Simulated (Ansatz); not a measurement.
KF on a mismatched substrate

Method: DFT PBE, scalar-relativistic, plane waves, PAW (Ansatz). Settings: 420 eV cutoff, 6×6×4 k-mesh, Gaussian smearing of 0.02 eV, no spin polarisation.

Starting point, cell and atoms relaxed:

```
CELL_PARAMETERS angstrom
2.71033 2.71033 0.00000
-2.71033 2.71033 0.00000
0.00000 0.00000 5.42066
ATOMIC_POSITIONS crystal
K 0.00000 0.00000 0.00000
K 0.50000 0.50000 0.50000
F 0.50000 0.50000 0.00000
F 0.00000 0.00000 0.50000
```

The a-b plane is strained alike in both directions, as on a substrate, while c and the atoms relax within the symmetry that the strain leaves. Stress is positive in compression; energies are free energies at the smearing used, per atom.

```csv
strain (%),c (Å),σ in plane (GPa),ΔE (meV/atom)
-4.5,5.5525,4.16,20.56
-3.0,5.5068,2.47,8.49
-1.5,5.4617,1.11,1.99
+0.0,5.4207,0.00,0.00
+1.5,5.3821,-0.88,1.75
+3.0,5.3480,-1.59,6.44
+4.5,5.3152,-2.14,13.58
```

Q: Get the biaxial modulus twice, from the stresses and from the energies of the innermost pair.

A: From stress: M = −Δσ/Δε = (1.11 − (-0.88)) / 0.030 = 66 GPa. Two in-plane directions each store σε/2, so the energy density is Mε²: M = (mean ΔE)/(V ε²) = 1.87 meV / (19.910 Å³ × 0.015²) × 0.16022 GPa Å³/meV = 67 GPa. The two agree.

Q: How well does Mε², with M from the stresses, predict the outermost points?

A: 16.7 meV predicted against 20.6 computed at -4.5 %; 16.7 meV predicted against 13.6 computed at +4.5 %. Compression costs more than stretching, the usual sign of bonds that stiffen as they shorten.

Q: How does c respond, and up to what thickness can a film with 1 % or 2 % misfit stay coherent on a thick substrate?

A: c answers with ε_c = −0.49 ε. In an isotropic solid that ratio is 2ν/(1 − ν), so ν = r/(2 + r) = 0.20. A film of thickness h stores Mε²h per area, 6.6 mJ/m² per nm at 1 %. The Matthews–Blakeslee balance for pure edge misfit dislocations, h = b/(8πf(1 + ν)) × (ln(h/b) + 1), with b taken as the in-plane vector a = 3.83 Å, solved by iteration, gives 4.4 nm at f = 1 % and 1.5 nm at 2 %. This is an isotropic estimate in which the moduli cancel; the real Burgers vector, glide system, anisotropy and slow kinetics can shift it by a factor of a few, mostly upward.